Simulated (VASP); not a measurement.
BeS, 2 atoms in the cell. Symmetry: F-43m, No. 216, cubic system. The conventional cell has a = 4.870 Å, b = 4.870 Å, c = 4.870 Å, α = 90.00°, β = 90.00°, γ = 90.00°. Be (site symmetry -43m) is surrounded by 4 S at 2.11 Å. Around S (site symmetry -43m) lie 4 Be at 2.11 Å. The cell is a database's computed one.

```yaml
Program: VASP 6.6.1
Task: single point
Functional: PBEsol
Potentials_or_basis: VASP PAW PBE potentials, release 64 (Be, S)
Cutoff: 520 eV
k_mesh: 8 × 8 × 8
Occupations: gaussian, width 0.02 eV
Spin: no spin polarisation
Further_INCAR_settings: ALGO = Fast; EDIFF = 1e-06; NBANDS = 11
```

Potentials or basis: VASP PAW PBE potentials, release 64 (Be, S).

Launch:

```console
$ cat potpaw_PBE.64/Be/POTCAR potpaw_PBE.64/S/POTCAR > POTCAR
$ mpirun -np 1 vasp_std > vasp.out
```

Hardware: 1 thread of Intel(R) Xeon(R) Platinum 8259CL CPU @ 2.50GHz (Skylake/Cascade Lake) (shared host).

Problem. How long does it take, and how much memory?

Solution. Run time: 18 s on 1 thread of Intel(R) Xeon(R) Platinum 8259CL CPU @ 2.50GHz (Skylake/Cascade Lake), with other jobs on the host, peak memory 0.14 GiB. Counts: scf iterations 12, k points 29.
